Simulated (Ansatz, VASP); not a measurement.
## KF in VASP and in Ansatz

```xyz
2
Lattice="3.1789 0.0000 0.0000 0.0000 3.1789 0.0000 0.0000 0.0000 3.1789" Properties=species:S:1:pos:R:3 pbc="T T T"
K     0.0000    0.0000    0.0000
F     1.5894    1.5894    1.5894
```

Alike in both runs: task single point; functional PBE; k mesh 6 × 6 × 6; occupations gaussian, width 0.001 eV; no spin polarisation.

|  | VASP | Ansatz |
| --- | --- | --- |
| version | VASP 6.6.1 | Ansatz 0.2.0 |
| potentials or method | VASP PAW PBE potentials, release 64 (K_sv, F) | plane waves |
| plane-wave cutoff (eV) | 520 | 420 |
| valence electrons in the cell | 16 | 16 |

Ansatz gave:

```
gap on the k mesh at the Fermi level (eV) : 6.82
pressure (GPa)                            : 2.9
```

Question: Estimate VASP's values.

Answer: gap on the k mesh at the Fermi level (eV): 6.80; pressure (GPa): 3.0.

With one functional, cell and mesh, what is left measures potentials, basis and numerics.

A k mesh can miss the band edges. PBE gaps usually lie below the measured ones, often by a third to a half.
